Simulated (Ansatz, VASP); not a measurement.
Given: the input of a run of VASP 6.6.1 on LiCl. 

The input INCAR:

```
ALGO = Normal
EDIFF = 1E-6
ENCUT = 550
GGA = PE
ISIF = 2
ISMEAR = 0
LASPH = T
LCHARG = F
LREAL = F
LWAVE = F
NELM = 60
PREC = Accurate
SIGMA = 0.02
```

File KPOINTS:

```
k-points
0
Gamma
  9 9 9
```

POSCAR

```
LiCl
3.6271
    0.000000000000      0.707113120675      0.707113120675
    0.707113120675      0.000000000000      0.707113120675
    0.707113120675      0.707113120675      0.000000000000
Cl Li
1 1
Direct
    0.5000000000      0.5000000000      0.5000000000
    0.0000000000      0.0000000000      0.0000000000
```

Potentials or basis: VASP PAW PBE potentials, release 64 (Cl_GW, Li_GW).

Run with:

```bash
$ cat potpaw_PBE.64/Cl_GW/POTCAR potpaw_PBE.64/Li_GW/POTCAR > POTCAR
$ mpirun -np 1 vasp_std > vasp.out
```

Problem. Translate it to Ansatz 0.2.0. Potentials or basis there: all-electron LAPW, scalar-relativistic.

Solution. As run (cutoffs and basis follow the program's own potentials, and thresholds, step limits or extra output files can differ):

Contents of input.yaml:

```yaml
crystal:
  lattice:
    - [0.0, 2.56477, 2.56477]
    - [2.56477, 0.0, 2.56477]
    - [2.56477, 2.56477, 0.0]
  atoms:
    - { symbol: Cl, position: [0.5, 0.5, 0.5] }
    - { symbol: Li, position: [0.0, 0.0, 0.0] }
kpoints:
  mp_grid: { grid: [9, 9, 9] }
scf:
  occupations: { method: gaussian, width: 0.02 }
hamiltonian:
  xc: pbe
  pseudopotentials: { kind: all_electron, lapw: { basis_error: 0.001 } }
output:
  forces: true
  stress: true
  eigenvalues: true
```

Potentials or basis: all-electron LAPW, scalar-relativistic.

Launch:

```console
$ ansatz run input.yaml --threads 1 --pin off --max-ram 3072MiB --backend cpu --events-out ev --progress --plain --runs-dir out
```

Both were run:

|  | VASP | Ansatz |
| --- | --- | --- |
| Pressure | 0.4 GPa | 0.4 GPa |

Where Ansatz's input types no cutoff or centring, it takes its own default and a Γ-centred mesh.

Pressure is positive in compression.
